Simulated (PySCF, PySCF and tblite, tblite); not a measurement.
# phenol (C₆H₆O): conformers and averaged spectra

Aim: find the conformers of phenol (C₆H₆O) (`Oc1ccccc1`), weigh them, and average their properties.

Computed with tblite 0.8.0 (tight binding) and PySCF 2.14.0 (DFT, with response routines of our own); each step states its level. Atoms count from 0 throughout.

## Step 1: The molecule as given

13 atoms, charge 0, multiplicity 1; geometry from: MMFF94s geometry.

Bonds of the start (Å): C1–C2 1.37, C1–C6 1.39, C2–C3 1.40, C2–H8 1.08, C3–C4 1.41, C3–H9 1.08, C4–C5 1.39, C4–H10 1.09, C5–C6 1.40, C5–H11 1.09, C6–H12 1.09, O0–C1 1.38, O0–H7 0.98.

## Step 2: GFN2-xTB relaxation, conformer 1

Job settings and geometry (Å):

```
{"job": {"xc": "GFN2-xTB", "basis": "xTB", "kind": "relax"}, "charge": 0, "multiplicity": 1}
O      2.466100     0.357800     0.210600
C      1.110300     0.153300     0.087500
C      0.244100     1.193400    -0.152600
C     -1.132300     0.940400    -0.273500
C     -1.607300    -0.373600    -0.113200
C     -0.720100    -1.416000     0.130400
C      0.651100    -1.150500     0.238600
H      2.637100     1.312700     0.092300
H      0.594800     2.212800    -0.269300
H     -1.832200     1.742600    -0.458100
H     -2.673500    -0.577700    -0.207500
H     -1.086800    -2.434700     0.247400
H      1.344100    -1.959900     0.449700
```

Run with:

```
> OMP_NUM_THREADS=1 python ens_run.py task.json out
```

The driver reads the study from task.json and runs its stages one after another.

Output:

```text
step      E/eV     max force
  0    -542.92022    1.508
  1    -542.95886    0.681
  2    -542.97157    0.254
  3    -542.97734    0.177
  4    -542.97912    0.094
  5    -542.97951    0.053
  6    -542.97964    0.031
  7    -542.97964    0.031
  8    -542.97970    0.029
  9    -542.97981    0.021
 10    -542.97986    0.015
 11    -542.97988    0.015
 12    -542.97991    0.013
 13    -542.97993    0.010
 14    -542.97994    0.010
 15    -542.97995    0.009
 16    -542.97996    0.010
 17    -542.97997    0.007
 18    -542.97997    0.006
 19    -542.97997    0.005
 20    -542.97998    0.004
 21    -542.97998    0.003
```

It took 0.12 s on 1 thread of Arm Neoverse V1, shared host.

The energy fell by 0.060 eV, and the atoms moved 0.02 Å (root mean square).

## Step 3: DFT optimisation, conformer 1: PBE0-D3(BJ)/def2-SVP

Job settings and geometry (Å):

```
{"job": {"kind": "geom", "xc": "PBE0", "basis": "def2-SVP", "d3": "d3bj", "grid": 1, "maxiter": 40}, "charge": 0, "multiplicity": 1}
O      2.453113     0.362124     0.210894
C      1.113167     0.150300     0.097140
C      0.221678     1.185643    -0.155971
C     -1.132222     0.921727    -0.263317
C     -1.605424    -0.370424    -0.120193
C     -0.715498    -1.402255     0.132150
C      0.637699    -1.149457     0.241478
H      2.646571     1.299763     0.091736
H      0.590954     2.197116    -0.268865
H     -1.818060     1.732698    -0.459971
H     -2.662180    -0.573375    -0.205212
H     -1.078404    -2.413093     0.244853
H      1.344218    -1.940279     0.437551
```

Output:

```text
step   0  E = -306.90348063  max force = 0.015418
step   1  E = -306.90466281  max force = 0.001599
step   2  E = -306.90466377  max force = 0.001137
step   3  E = -306.90467482  max force = 0.000456
step   4  E = -306.90467606  max force = 0.000243
optimisation converged
```

It took 29 s on 1 thread of Arm Neoverse V1, shared host; peak memory 0.5 GiB.

Gain 0.033 eV; displacement 0.02 Å root mean square.

## Step 4: Shieldings, conformer 1: PBE0/pcSseg-1 in chloroform

Job settings and geometry (Å):

```
{"job": {"xc": "PBE0", "basis": "pcSseg-1", "solvent": "chloroform", "kind": "nmr", "pop": true}, "charge": 0, "multiplicity": 1}
O      2.318651     0.234518     0.230232
C      0.989993     0.035578     0.099428
C      0.094055     1.077675    -0.160375
C     -1.268285     0.810848    -0.283463
C     -1.751053    -0.489098    -0.150660
C     -0.852053    -1.525571     0.107642
C      0.509394    -1.271769     0.232593
H      2.510958     1.171007     0.115627
H      0.467382     2.101389    -0.266343
H     -1.957555     1.634308    -0.486109
H     -2.818972    -0.694626    -0.247057
H     -1.216356    -2.550480     0.214201
H      1.223379    -2.072542     0.434389
```

Output:

```text
coarse grid: 11328 points
cycle   1  E = -306.9671736605  dE =  1.209e+00  |g| = 5.747e-01  |ddm| = 3.516e+00
cycle   2  E = -306.9399474927  dE =  2.723e-02  |g| = 7.165e-01  |ddm| = 1.055e+00
cycle   3  E = -307.0322424954  dE = -9.230e-02  |g| = 8.621e-02  |ddm| = 5.813e-01
cycle   4  E = -307.0337129060  dE = -1.470e-03  |g| = 2.774e-02  |ddm| = 8.437e-02
cycle   5  E = -307.0338906558  dE = -1.777e-04  |g| = 6.057e-03  |ddm| = 2.792e-02
cycle   6  E = -307.0338977564  dE = -7.101e-06  |g| = 2.704e-03  |ddm| = 6.574e-03
final grid: 110688 points
cycle   7  E = -307.0847725594  dE = -2.259e-05  |g| = 8.464e-03  |ddm| = 3.613e-02
cycle   8  E = -307.0847566483  dE =  1.591e-05  |g| = 1.236e-02  |ddm| = 1.654e-02
cycle   9  E = -307.0847883969  dE = -3.175e-05  |g| = 1.027e-03  |ddm| = 9.881e-03
cycle  10  E = -307.0847886291  dE = -2.321e-07  |g| = 1.605e-04  |ddm| = 9.595e-04
cycle  11  E = -307.0847886339  dE = -4.882e-09  |g| = 6.851e-05  |ddm| = 1.771e-04
cycle  12  E = -307.0847886350  dE = -1.083e-09  |g| = 2.613e-05  |ddm| = 7.666e-05
cycle  13  E = -307.0847886352  dE = -1.751e-10  |g| = 2.787e-06  |ddm| = 2.373e-05
converged SCF energy = -307.0847886352

GIAO shielding tensors (ppm)
atom      isotropic    diamagn.    paramagn.     s11        s22        s33       span
  0 O      213.441     390.042    -176.600    161.909    230.767    247.648     85.739
  1 C       21.998     253.847    -231.849    -70.881     13.184    123.691    194.572
  2 C       66.764     256.428    -189.664    -18.807     60.642    158.456    177.263
  3 C       48.844     253.732    -204.888    -61.319     34.089    173.762    235.081
  4 C       59.983     253.593    -193.610    -46.233     48.072    178.112    224.345
  5 C       48.397     253.092    -204.695    -61.972     32.621    174.543    236.514
  6 C       65.271     252.266    -186.995    -22.180     51.649    166.345    188.524
  7 H       26.639      31.640      -5.001     18.506     25.313     36.097     17.591
  8 H       24.412      31.590      -7.178     20.770     24.877     27.589      6.819
  9 H       23.800      30.075      -6.275     20.523     24.411     26.467      5.944
 10 H       24.179      29.877      -5.698     21.056     25.101     26.381      5.325
 11 H       23.727      29.477      -5.750     20.486     24.338     26.356      5.869
 12 H       24.170      29.911      -5.741     20.595     24.494     27.422      6.827
```

It took 18 s on 1 thread of Arm Neoverse V1, shared host; peak memory 0.85 GiB.

This run: HOMO -6.57 eV, LUMO -0.29 eV; dipole 1.70 D.

The fields below are evaluated on a grid from the run's orbitals.

Frontier orbitals at PBE0/pcSseg-1, with the share of their density that lies nearest to each atom:

```csv
orbital,energy (eV),lies on
HOMO,-6.57,C4 23 %; C1 18 %; O0 18 %
LUMO,-0.29,4 C atoms about 18 % each
```

ELF in a plane through or near 13 of the atoms.

Values, 10 rows by 14 columns:
```
0.00 0.00 0.00 0.00 0.00 0.00 0.00 0.00 0.00 0.00 0.00 0.00 0.00 0.00
0.00 0.00 0.00 0.00 0.00 0.00 0.03 0.00 0.00 0.00 0.00 0.00 0.00 0.00
0.00 0.00 0.00 0.00 0.00 0.69 1.00 0.84 0.01 0.79 0.54 0.00 0.00 0.00
0.00 0.00 0.01 0.47 0.34 0.09 0.95 0.64 0.49 1.00 0.99 0.02 0.00 0.00
0.00 0.00 0.04 0.73 0.23 0.48 0.93 0.55 0.27 0.60 0.05 0.01 0.00 0.00
0.00 0.00 0.55 0.99 0.34 0.61 0.82 0.14 0.58 0.22 1.00 0.98 0.01 0.00
0.00 0.00 0.00 0.02 0.30 0.94 0.25 0.81 0.24 0.27 0.84 0.81 0.00 0.00
0.00 0.00 0.00 0.01 0.97 0.99 0.29 0.47 1.00 0.75 0.00 0.00 0.00 0.00
0.00 0.00 0.00 0.00 0.01 0.05 0.00 0.13 0.95 0.38 0.00 0.00 0.00 0.00
0.00 0.00 0.00 0.00 0.00 0.00 0.00 0.00 0.00 0.00 0.00 0.00 0.00 0.00
```
The map spans 11.1 Å across and 9.9 Å up, centred on the molecule. Atoms in the plane (x, y in Å): O0 (-2.4, 0.6), C1 (-1.1, 0.3), C2 (-0.7, -1.0), C3 (0.7, -1.3), C4 (1.6, -0.3), C5 (1.2, 1.0), C6 (-0.2, 1.3), H7 (-2.9, -0.2), H8 (-1.4, -1.8), H9 (1.0, -2.4), H10 (2.7, -0.5), H11 (1.9, 1.8), H12 (-0.5, 2.4).

On the surface of density 0.002 e/bohr³ the electrostatic potential runs, from the 1st to the 99th percentile, from -1.23 V near O0 to 2.71 V near H7.

## Step 5: Couplings, conformer 1: B3LYP/6-31G*+pcJ-1

The job, as its differences from that of step 4:

```diff
@@ -1,2 +1,2 @@
-{"job": {"xc": "PBE0", "basis": "pcSseg-1", "solvent": "chloroform", "kind": "nmr", "pop": true}, "charge": 0, "multiplicity": 1}
+{"job": {"xc": "B3LYP", "basis": {"default": "6-31G*", "H": "pcJ-1"}, "nuclei": ["H", "F", "P", "Si", "B"], "kind": "j"}, "charge": 0, "multiplicity": 1}
 O      2.318651     0.234518     0.230232
```

Output:

```text
coarse grid: 11328 points
cycle   1  E = -307.4377345736  dE =  1.183e+00  |g| = 6.624e-01  |ddm| = 3.591e+00
cycle   2  E = -307.3794131616  dE =  5.832e-02  |g| = 8.768e-01  |ddm| = 1.308e+00
cycle   3  E = -307.5292933905  dE = -1.499e-01  |g| = 1.165e-01  |ddm| = 7.750e-01
cycle   4  E = -307.5322608905  dE = -2.967e-03  |g| = 3.213e-02  |ddm| = 1.272e-01
cycle   5  E = -307.5324884733  dE = -2.276e-04  |g| = 1.152e-02  |ddm| = 3.716e-02
cycle   6  E = -307.5325211459  dE = -3.267e-05  |g| = 4.248e-03  |ddm| = 1.492e-02
cycle   7  E = -307.5325260137  dE = -4.868e-06  |g| = 1.013e-03  |ddm| = 4.640e-03
final grid: 110688 points
cycle   8  E = -307.4734301083  dE = -2.775e-05  |g| = 5.514e-03  |ddm| = 2.607e-02
cycle   9  E = -307.4734269265  dE =  3.182e-06  |g| = 6.546e-03  |ddm| = 1.155e-02
cycle  10  E = -307.4734383149  dE = -1.139e-05  |g| = 1.149e-03  |ddm| = 6.745e-03
cycle  11  E = -307.4734386295  dE = -3.147e-07  |g| = 1.896e-04  |ddm| = 1.211e-03
cycle  12  E = -307.4734386368  dE = -7.234e-09  |g| = 9.711e-05  |ddm| = 2.526e-04
cycle  13  E = -307.4734386391  dE = -2.326e-09  |g| = 2.755e-05  |ddm| = 1.083e-04
cycle  14  E = -307.4734386393  dE = -1.769e-10  |g| = 3.695e-06  |ddm| = 2.505e-05
converged SCF energy = -307.4734386393

Indirect spin-spin couplings (Hz)
  i      j    bonds     total        FC       PSO       DSO        SD
  7 H    8 H    4      0.714    -0.102    -1.606     2.422         -
  7 H    9 H    5     -0.171     0.121     0.606    -0.898         -
  7 H   10 H    6     -0.326     0.148     0.906    -1.381         -
  7 H   12 H    4     -0.945    -0.001     1.864    -2.808         -
  8 H    9 H    3      8.814     8.997     0.122    -0.305         -
  8 H   10 H    4      0.178     0.818     1.157    -1.798         -
  8 H   11 H    5     -0.221     0.434     1.173    -1.827         -
  8 H   12 H    4      2.173     2.859     1.278    -1.963         -
  9 H   10 H    3      8.200     8.425     0.229    -0.454         -
  9 H   11 H    4      0.880     1.529     1.201    -1.850         -
 10 H   11 H    3      8.006     8.220     0.233    -0.447         -
 10 H   12 H    4      0.346     0.987     1.169    -1.810         -
 11 H   12 H    3      9.157     9.357     0.178    -0.379         -
```

Wall time 13 s (1 thread of Arm Neoverse V1, shared host); peak memory 0.81 GiB.

This run: HOMO -5.95 eV, LUMO 0.03 eV; dipole 1.34 D.

## Step 6: Excited states, conformer 1: CAM-B3LYP/def2-SVPD in chloroform

The job, as its differences from that of step 5:

```diff
@@ -1,2 +1,2 @@
-{"job": {"xc": "B3LYP", "basis": {"default": "6-31G*", "H": "pcJ-1"}, "nuclei": ["H", "F", "P", "Si", "B"], "kind": "j"}, "charge": 0, "multiplicity": 1}
+{"job": {"xc": "CAM-B3LYP", "basis": "def2-SVPD", "nstates": 6, "ntriplets": 0, "solvent": "chloroform", "kind": "uv"}, "charge": 0, "multiplicity": 1}
 O      2.318651     0.234518     0.230232
```

Output:

```text
coarse grid: 11328 points
cycle   1  E = -306.9832812379  dE =  1.347e+00  |g| = 5.464e-01  |ddm| = 1.242e+01
cycle   2  E = -306.9806967819  dE =  2.584e-03  |g| = 6.071e-01  |ddm| = 2.379e+00
cycle   3  E = -307.0456935582  dE = -6.500e-02  |g| = 6.689e-02  |ddm| = 1.072e+00
cycle   4  E = -307.0464828610  dE = -7.893e-04  |g| = 2.852e-02  |ddm| = 2.873e-01
cycle   5  E = -307.0466772765  dE = -1.944e-04  |g| = 5.434e-03  |ddm| = 1.353e-01
cycle   6  E = -307.0466834839  dE = -6.207e-06  |g| = 1.918e-03  |ddm| = 2.190e-02
final grid: 110688 points
cycle   7  E = -307.1127918968  dE = -2.963e-05  |g| = 3.063e-03  |ddm| = 1.400e-01
cycle   8  E = -307.1127916927  dE =  2.041e-07  |g| = 3.298e-03  |ddm| = 1.834e-02
cycle   9  E = -307.1127944495  dE = -2.757e-06  |g| = 3.718e-04  |ddm| = 8.777e-03
cycle  10  E = -307.1127944778  dE = -2.830e-08  |g| = 1.467e-04  |ddm| = 1.427e-03
cycle  11  E = -307.1127944828  dE = -5.005e-09  |g| = 2.950e-05  |ddm| = 5.874e-04
cycle  12  E = -307.1127944830  dE = -1.767e-10  |g| = 1.168e-05  |ddm| = 1.230e-04
converged SCF energy = -307.1127944830

Static polarisability (au): isotropic 92.248, principal 55.085 105.910 115.751

Singlet excitations
state   eV       nm        f      main configurations
  1   5.1704    239.8   0.04986   H->L 0.82, H-1->L+1 0.17
  2   5.9434    208.6   0.06286   H->L+1 0.73, H-1->L 0.25
  3   6.3390    195.6   0.00000   H->L+2 0.94
  4   6.7863    182.7   0.76794   H-1->L 0.72, H->L+1 0.24
  5   6.8519    180.9   0.57311   H-1->L+1 0.80, H->L 0.17
  6   6.8730    180.4   0.00527   H->L+3 0.95
```

Wall time 29 s (1 thread of Arm Neoverse V1, shared host); peak memory 0.9 GiB.

Key values: HOMO -7.79 eV, LUMO 0.75 eV; dipole 1.68 D; S1 5.17 eV.

## Step 7: The ensemble: properties at PBE0/pcSseg-1 in chloroform

Job settings and geometry (Å):

```
{"job": {"study": "conf", "smiles": "Oc1ccccc1", "search": {"seed": 4752, "n_embed": 60, "ff_keep": 14, "window": 3.0, "nmax": 2, "temps": [180, 230, 298.15, 330, 400], "t_ref": 298.15, "order": 0.001, "geom": true}, "level": {"nmr": {"xc": "PBE0", "basis": "pcSseg-1", "solvent": "chloroform"}, "j": {"xc": "B3LYP", "basis": {"default": "6-31G*", "H": "pcJ-1"}, "nuclei": ["H", "F", "P", "Si", "B"]}, "uv": {"xc": "CAM-B3LYP", "basis": "def2-SVPD", "nstates": 6, "ntriplets": 0, "solvent": "chloroform"}}, "kind": "conf"}, "charge": 0, "multiplicity": 1}
O      2.318651     0.234518     0.230232
C      0.989993     0.035578     0.099428
C      0.094055     1.077675    -0.160375
C     -1.268285     0.810848    -0.283463
C     -1.751053    -0.489098    -0.150660
C     -0.852053    -1.525571     0.107642
C      0.509394    -1.271769     0.232593
H      2.510958     1.171007     0.115627
H      0.467382     2.101389    -0.266343
H     -1.957555     1.634308    -0.486109
H     -2.818972    -0.694626    -0.247057
H     -1.216356    -2.550480     0.214201
H      1.223379    -2.072542     0.434389
```

Output:

```text
conformer  sym    E(xTB)   E(DFT)   G(298.15 K)  weight  dipole/D
    1     Cs      0.000    0.000    0.000   1.0000    1.696

mean shielding (ppm) by class
class atoms           180 K      230 K   298.15 K      330 K      400 K
  0 O  0            213.441    213.441    213.441    213.441    213.441
  1 C  1             21.998     21.998     21.998     21.998     21.998
  2 C  2,6           66.017     66.017     66.017     66.017     66.017
  3 C  3,5           48.621     48.621     48.621     48.621     48.621
  4 C  4             59.983     59.983     59.983     59.983     59.983
  5 H  7             26.639     26.639     26.639     26.639     26.639
  6 H  8,12          24.291     24.291     24.291     24.291     24.291
  7 H  9,11          23.764     23.764     23.764     23.764     23.764
  8 H  10            24.179     24.179     24.179     24.179     24.179
```

Wall time 60 s (1 thread of Arm Neoverse V1, shared host). This counts the runs that the step sums up.

The search (ETKDG and KDG, MMFF94s, GFN2-xTB) embedded 60 structures, kept 1 distinct ones after the force field and 1 after xTB; 1 was carried on (window 3.0 kcal/mol at the search's own energies). Energies: PBE0/pcSseg-1 in chloroform with D3(BJ).

Conformer by conformer (298 K):

```csv
no.,group,mirror pair,ΔE xTB,ΔE DFT,ΔG,weight (%),μ (D),H7–O0–C1–C2 (°),"A, B, C (GHz)"
1,Cs,no,0.00,0.00,0.00,100.0,1.70,0,"5.66, 2.63, 1.80"
```

Energies in kcal/mol. ΔG holds xTB vibrations and rotation, symmetry numbers and mirror pairs.

Shifts against references run at the same level (¹H TMS 31.25, ¹³C TMS 185.2, ¹⁷O H2O 341.0 ppm of shielding), by class of atoms, at 298 K:

```csv
atoms,environment,average,measured
C1,aromatic carbon bearing oxygen,163.2,–
"C3, C5",aromatic CH,136.5,–
C4,aromatic CH,125.2,–
"C2, C6",aromatic CH,119.1,–
"H9, H11",hydrogen on an aromatic CH,7.48,7.24
H10,hydrogen on an aromatic CH,7.07,6.93
"H8, H12",hydrogen on an aromatic CH,6.96,6.82
H7,hydrogen on a phenol-type oxygen,4.61,–
O0,phenol-type oxygen,127.5,–
```

Measured: solution, not stated in the table (CDCl3 in this author's series); The use of chemical shift calculations in the conformational analysis of substituted benzenes, New J. Chem. 2019 (ESI).

Couplings (Hz, B3LYP/6-31G*+pcJ-1; one pair named for each class), from conformers that hold 100 % of the weight:

```csv
pair,bonds,average
H8–H9,3,9.0
H9–H10,3,8.1
H8–H12,4,2.2
H9–H11,4,0.9
```

Effective distances for nuclear Overhauser effects, ⟨r⁻⁶⟩^(−1/6) over all pairs of two classes (Å): H9···H10 2.49; H7···H8 2.53; H8···H9 2.78.

Lowest and brightest singlet by conformer (CAM-B3LYP/def2-SVPD in chloroform): no. 1 5.17 and 6.79 eV.

## Step 8: Outcome

```
                                         quantity                                                 value
                                       conformers  1; the first in weight is no. 1 (Cs), 100 % at 298 K
                          root-mean-square dipole                                                1.70 D
averaged ¹³C shifts (PBE0/pcSseg-1 in chloroform)                        163.2, 136.5, 125.2, 119.1 ppm
 averaged ¹H shifts (PBE0/pcSseg-1 in chloroform)                            7.48, 7.07, 6.96, 4.61 ppm
```

**Reading.** The search found one conformer in the window, so the averages are its own values. Against 3 measured ¹H shifts the average misses by 0.17 ppm. Vibration is missing from the shifts, so part of that gap is not the functional's. Protons on O, N, S or Se exchange and bind to solvent, so their values hold for the lone molecule only.
